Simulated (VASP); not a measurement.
Level of theory: r2SCAN meta-GGA, VASP's PBE PAW potentials (set 64) (plane waves; VASP 6.6.1).

Input for VASP

**INCAR**
```
SYSTEM=MgF2
PREC=Accurate; ENCUT=520; LREAL=.FALSE.
LASPH=.TRUE.
EDIFF=1E-7; NELM=100; ALGO=Normal
LMIXTAU=.TRUE.
ISMEAR=-5
METAGGA=R2SCAN
ISIF=2
LWAVE=.FALSE.; LCHARG=.FALSE.; LORBIT=11
NEDOS=601
LEFG=.TRUE.
```

### POSCAR
```
MgF2
1
    4.6031456140    -0.0000000000     0.0000000000
    0.0000000000     4.6031456140     0.0000000000
    0.0000000000     0.0000000000     3.0354374715
Mg F
2 4
Direct
  1.0000000000   0.0000000000   0.0000000000
  0.5000000000   0.5000000000   0.5000000000
  0.3030487804   0.3030487804   1.0000000000
  0.8030487804   0.1969512196   0.5000000000
  0.1969512196   0.8030487804   0.5000000000
  0.6969512196   0.6969512196   0.0000000000
```

**KPOINTS_OPT**
```
k-points along high-symmetry lines
6
Line-mode
Reciprocal
  0.000000   0.000000   0.000000 ! GAMMA
  0.000000   0.500000   0.000000 ! X

  0.000000   0.500000   0.000000 ! X
  0.500000   0.500000   0.000000 ! M

  0.500000   0.500000   0.000000 ! M
  0.000000   0.000000   0.000000 ! GAMMA

  0.000000   0.000000   0.000000 ! GAMMA
  0.000000   0.000000   0.500000 ! Z

  0.000000   0.000000   0.500000 ! Z
  0.000000   0.500000   0.500000 ! R

  0.000000   0.500000   0.500000 ! R
  0.500000   0.500000   0.500000 ! A

  0.500000   0.500000   0.500000 ! A
  0.000000   0.000000   0.500000 ! Z

  0.000000   0.500000   0.000000 ! X
  0.000000   0.500000   0.500000 ! R

  0.500000   0.500000   0.000000 ! M
  0.500000   0.500000   0.500000 ! A
```

KPOINTS:
```
Automatic mesh
0
Gamma
6 6 8
0 0 0
```

POTCAR, in this order: Mg F (PBE.64 set). Program: vasp_std.

The run wrote:

File OUTCAR:
```
 ion  position               nearest neighbor table
   1  0.000  0.000  0.000-   3 1.97   6 1.97   5 1.99   4 1.99   4 1.99   5 1.99   2 3.59   2 3.59
                             2 3.59   2 3.59   2 3.59   2 3.59   2 3.59   2 3.59
   2  0.500  0.500  0.500-   4 1.97   5 1.97   3 1.99   6 1.99   3 1.99   6 1.99   1 3.59   1 3.59
                             1 3.59   1 3.59   1 3.59   1 3.59   1 3.59   1 3.59
   3  0.303  0.303  0.000-   1 1.97   2 1.99   2 1.99
   4  0.803  0.197  0.500-   2 1.97   1 1.99   1 1.99
   5  0.197  0.803  0.500-   2 1.97   1 1.99   1 1.99
   6  0.697  0.697  0.000-   1 1.97   2 1.99   2 1.99
  LATTYP: Found a simple tetragonal cell.
 ALAT       =     4.6031456140
 C/A-ratio  =     0.6594267760
 Subroutine PRICEL returns:
 Original cell was already a primitive cell.
 Subroutine GETGRP returns: Found 16 space group operations
The static configuration has the point symmetry D_2h.
 The point group associated with its full space group is D_4h.
The dynamic configuration has the point symmetry D_2h.
 Subroutine INISYM returns: Found 16 space group operations
 Subroutine IBZKPT returns following result:
 Found     50 irreducible k-points:

 Following reciprocal coordinates:
            Coordinates               Weight
  0.000000  0.000000  0.000000      1.000000
  0.166667  0.000000  0.000000      4.000000
  0.333333  0.000000  0.000000      4.000000
  0.500000  0.000000  0.000000      2.000000
  0.166667  0.166667  0.000000      4.000000
  0.333333  0.166667  0.000000      8.000000
  0.500000  0.166667  0.000000      4.000000
  0.333333  0.333333  0.000000      4.000000
  0.500000  0.333333  0.000000      4.000000
  0.500000  0.500000  0.000000      1.000000
  0.000000  0.000000  0.125000      2.000000
  0.166667  0.000000  0.125000      8.000000
  0.333333  0.000000  0.125000      8.000000
  0.500000  0.000000  0.125000      4.000000
  0.166667  0.166667  0.125000      8.000000
  0.333333  0.166667  0.125000     16.000000
...
```

### OSZICAR
```
       N       E                     dE             d eps       ncg     rms          rms(c)
DAV:   1     0.189400600346E+03    0.18940E+03   -0.18892E+04  2088   0.155E+03
DAV:   2    -0.458170996307E+02   -0.23522E+03   -0.23006E+03  2608   0.354E+02
DAV:   3    -0.555235285746E+02   -0.97064E+01   -0.96839E+01  2360   0.742E+01
DAV:   4    -0.555814348653E+02   -0.57906E-01   -0.57894E-01  2288   0.657E+00
DAV:   5    -0.555817587224E+02   -0.32386E-03   -0.32385E-03  2316   0.502E-01    0.906E+00
DAV:   6    -0.461848758240E+02    0.93969E+01   -0.51299E+00  2064   0.155E+01    0.271E+00
DAV:   7    -0.429483284432E+02    0.32365E+01   -0.11606E+00  2168   0.130E+01    0.191E+00
DAV:   8    -0.503290374113E+02   -0.73807E+01   -0.12534E+00  2020   0.127E+01    0.938E-01
DAV:   9    -0.435714345982E+02    0.67576E+01   -0.43340E-01  2008   0.803E+00    0.323E-01
DAV:  10    -0.434282236818E+02    0.14321E+00   -0.22273E-01  2024   0.531E+00    0.135E-01
DAV:  11    -0.433963207812E+02    0.31903E-01   -0.90780E-03  2272   0.116E+00    0.129E-01
DAV:  12    -0.438235201189E+02   -0.42720E+00   -0.81268E-02  2000   0.305E+00    0.176E-01
DAV:  13    -0.438094623816E+02    0.14058E-01   -0.39556E-03  2092   0.870E-01    0.107E-01
DAV:  14    -0.438355613337E+02   -0.26099E-01   -0.60858E-03  2008   0.103E+00    0.104E-01
DAV:  15    -0.438359146127E+02   -0.35328E-03   -0.12748E-04  2364   0.115E-01    0.839E-02
DAV:  16    -0.438359093985E+02    0.52142E-05   -0.64488E-06  2144   0.220E-02    0.771E-02
DAV:  17    -0.438359418762E+02   -0.32478E-04   -0.23671E-04  2048   0.136E-01    0.319E-02
DAV:  18    -0.438359855035E+02   -0.43627E-04   -0.12944E-05  2052   0.435E-02    0.271E-02
DAV:  19    -0.438359732266E+02    0.12277E-04   -0.44693E-05  2360   0.537E-02    0.805E-03
DAV:  20    -0.438359725495E+02    0.67713E-06   -0.64984E-06  2080   0.213E-02    0.188E-03
DAV:  21    -0.438359731642E+02   -0.61476E-06   -0.12526E-07  1428   0.400E-03    0.155E-03
DAV:  22    -0.438359743716E+02   -0.12073E-05   -0.20865E-07  1468   0.527E-03    0.762E-04
DAV:  23    -0.438359744882E+02   -0.11660E-06   -0.19826E-07  1320   0.404E-03    0.223E-04
DAV:  24    -0.438359745368E+02   -0.48628E-07   -0.20595E-08  1040   0.134E-03
   1 F= -.43835975E+02 E0= -.43835975E+02  d E =0.000000E+00
       N       E                     dE             ncg
       N       E                     dE             ncg
```

**OUTCAR**
```
------------------------ aborting loop because EDIFF is reached ----------------------------------------
  FORCE on cell =-STRESS in cart. coord.  units (eV):
  Direction    XX          YY          ZZ          XY          YZ          ZX
  --------------------------------------------------------------------------------------
  Total        0.0386048      0.0386048      0.0415094      0.0000000      0.0000000      0.0000000
  in kB        0.9616592      0.9616592      1.0340149      0.0000000      0.0000000      0.0000000
  external PRESSURE =       0.9857778 kB  Pullay stress =       0.0000000 kB
  volume of cell :       64.32
      direct lattice vectors                 reciprocal lattice vectors
     4.603145614  0.000000000  0.000000000     0.217242747  0.000000000  0.000000000
     0.000000000  4.603145614  0.000000000     0.000000000  0.217242747  0.000000000
     0.000000000  0.000000000  3.035437471     0.000000000  0.000000000  0.329441805
 POSITION                                       TOTAL-FORCE (eV/Angst)
 -----------------------------------------------------------------------------------
      0.00000      0.00000      0.00000        -0.000000      0.000000     -0.000000
      2.30157      2.30157      1.51772        -0.000000      0.000000     -0.000000
      1.39498      1.39498      0.00000        -0.012759     -0.012759      0.000000
      3.69655      0.90660      1.51772        -0.012759      0.012759     -0.000000
      0.90660      3.69655      1.51772         0.012759     -0.012759      0.000000
      3.20817      3.20817      0.00000         0.012759      0.012759     -0.000000
 -----------------------------------------------------------------------------------
    total drift:                                0.000000     -0.000000      0.000000
  FREE ENERGIE OF THE ION-ELECTRON SYSTEM (eV)
  ---------------------------------------------------
  free  energy   TOTEN  =       -43.8359745368 eV

  energy  without entropy=      -43.8359745368  energy(sigma->0) =      -43.83597454

 total charge

# of ion       s       p       d       tot
------------------------------------------
    1        0.119   0.157   0.073   0.349
    2        0.119   0.157   0.073   0.349
    3        1.735   4.459   0.000   6.193
    4        1.735   4.459   0.000   6.193
    5        1.735   4.459   0.000   6.193
    6        1.735   4.459   0.000   6.193
--------------------------------------------------
tot          7.177  18.149   0.146  25.473

 Electric field gradients after diagonalization (V/A^2)
 (convention: |V_zz| > |V_xx| > |V_yy|)
----------------------------------------------------------------------
 ion       V_xx      V_yy      V_zz     asymmetry (V_yy - V_xx)/ V_zz
----------------------------------------------------------------------
   1      -4.800    -1.530     6.330       0.516
   2      -4.800    -1.530     6.330       0.516
   3      29.035    16.213   -45.248       0.283
   4      29.035    16.213   -45.248       0.283
   5      29.035    16.213   -45.248       0.283
   6      29.035    16.213   -45.248       0.283
```
(Selected blocks of OUTCAR.)

File OUTCAR:
```
 val. band max:       -1.7714455556   @ k =   0.0000   0.0000   0.0000

 cond. band min:       6.3399806475   @ k =   0.0000   0.0000   0.0000


 Fermi energy:        -1.7606402575

 k-point     1 :       0.0000    0.0000    0.0000
  band No.  band energies     occupation
      1     -23.6891      2.00000
      2     -22.8832      2.00000
      3     -22.8832      2.00000
      4     -22.7926      2.00000
      5      -5.8662      2.00000
      6      -4.3364      2.00000
      7      -3.8950      2.00000
      8      -3.8950      2.00000
      9      -3.7052      2.00000
     10      -3.6756      2.00000
     11      -3.0182      2.00000
     12      -3.0182      2.00000
     13      -2.5005      2.00000
     14      -2.0940      2.00000
     15      -2.0940      2.00000
     16      -1.7714      2.00000
     17       6.3400      0.00000
     18      11.5783      0.00000
     19      11.5783      0.00000
     20      13.0963      0.00000

 k-point     2 :       0.1667    0.0000    0.0000
  band No.  band energies     occupation
      1     -23.6446      2.00000
      2     -22.9711      2.00000
      3     -22.8711      2.00000
      4     -22.7683      2.00000
      5      -5.7635      2.00000
      6      -4.2929      2.00000
      7      -4.2459      2.00000
      8      -3.7431      2.00000
      9      -3.6625      2.00000
     10      -3.3982      2.00000
     11      -3.0681      2.00000
     12      -2.9843      2.00000
     13      -2.5357      2.00000
     14      -2.3351      2.00000
     15      -2.1161      2.00000
     16      -1.8408      2.00000
     17       6.6894      0.00000
     18      11.0841      0.00000
     19      11.7609      0.00000
     20      13.1967      0.00000

 k-point     3 :       0.3333    0.0000    0.0000
  band No.  band energies     occupation
      1     -23.5189      2.00000
      2     -23.1414      2.00000
      3     -22.8384      2.00000
      4     -22.7680      2.00000
      5      -5.4935      2.00000
...
```

The compound is MgF2 in the rutile structure. It was relaxed first.
